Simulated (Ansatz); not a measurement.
System: fluorite SrF₂. Method: r²SCAN (PAW; Ansatz, a program for electronic structure).

Numerical settings: plane-wave cutoff 560 eV, 10×10×10 k mesh, Fermi–Dirac smearing 0.01 eV, scalar-relativistic PAW data made under PBE.

Pressure at four volumes; x = ln(V/16.177 Å³). One pressure is withheld.

```tsv
V (Å³/atom)	x	P (GPa)
15.206	-0.0619	?
15.529	-0.0409	3.33
16.177	0.0000	0.00
17.147	0.0582	-3.78
```

Task: Pass a parabola P(x) through the three rows shown, estimate the bulk modulus and its pressure derivative near zero pressure, and predict the withheld pressure.

Result: Slopes between the rows: (0.00 − (3.33))/(0.0000 − (-0.0409)) = -81.42 and (-3.78 − (0.00))/(0.0582 − (0.0000)) = -64.95 GPa. Their difference over the span 0.0991 is c = 16.47/0.0991 = 166.2 GPa, so P(x) = 3.33 + (-81.42)(x − (-0.0409)) + 166.2 (x − (-0.0409))(x − (0.0000)). At the middle row B = −dP/dx = −[-81.42 + 166.2 × 0.0409] = 74.6 GPa, and B′ = dB/dP = 2c/B = 4.5. At x = -0.0619 the parabola gives 5.26 GPa; the run gives 5.31 GPa. The Birch–Murnaghan fit to the energies at all volumes has B0 = 74.2 GPa and B′ = 4.6.

Measured, for comparison: bulk modulus 69 GPa (temperature not stated, no zero-point or thermal correction; as tabulated in On the Morphology of Group II Metal Fluoride Nanocrystals at Finite Temperature …). Computed (rounded) less measured: bulk modulus +8 %. A static lattice is as a rule a little smaller and stiffer than an uncorrected measurement, which can account for part of this.
